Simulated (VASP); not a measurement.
Input:

```
InN
1.0
    1.78406    -3.09008     0.00000
    1.78406     3.09008     0.00000
    0.00000     0.00000     5.75448
In N
2 2
Direct
  0.66667   0.33333   0.49985
  0.33333   0.66667   0.99985
  0.66667   0.33333   0.87915
  0.33333   0.66667   0.37915
```

These are PBE GGA, VASP's PBE PAW potentials (set 64) (plane waves; VASP) values and carry that method's errors. Numerical set-up: 600 eV cut-off, 10×10×6 Γ-centred mesh, first-order Methfessel-Paxton smearing of 0.10 eV, potentials In_d N.

### Question
Give the stress tensor in GPa (positive for a compressed cell).

### Answer

```
1.67  0.00  0.00
0.00  1.67  0.00
0.00  0.00  1.91
```
The pressure is its mean diagonal, 1.75 GPa.

The compound is InN in the wurtzite structure. This cell was strained or had an atom moved on purpose.
